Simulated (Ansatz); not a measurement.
The system is CdS (Hawleyite).

```
CELL_PARAMETERS angstrom
0.00000 2.91650 2.91650
2.91650 0.00000 2.91650
2.91650 2.91650 0.00000
ATOMIC_POSITIONS crystal
Cd 0.00000 0.00000 0.00000
S 0.75000 0.75000 0.75000
```

Base run:

| Item | Value |
| --- | --- |
| Program | Ansatz 0.2.0 |
| Functional | HSE06 |
| Potentials or basis | all-electron PAW datasets made for the crystal |
| Cutoff | 290 eV (chosen from the basis error) |
| k mesh | 6 × 6 × 6 |
| Occupations | fermi-dirac, width 0.05 eV |
| Spin | no spin polarisation |

Its results: band gap on the k mesh 2.17 eV, direct; pressure 1.7 GPa.

The run is repeated on the same cell with these changes: functional from HSE06 to PBEsol; cutoff from 290 eV (chosen from the basis error) to 260 eV (chosen from the basis error). What comes out?

Band gap on the k mesh 1.00 eV, direct; pressure -0.2 GPa.

HSE06 gives the wider gap, since exact exchange removes part of the self-interaction.

The runs don't all hold the same shells in valence.
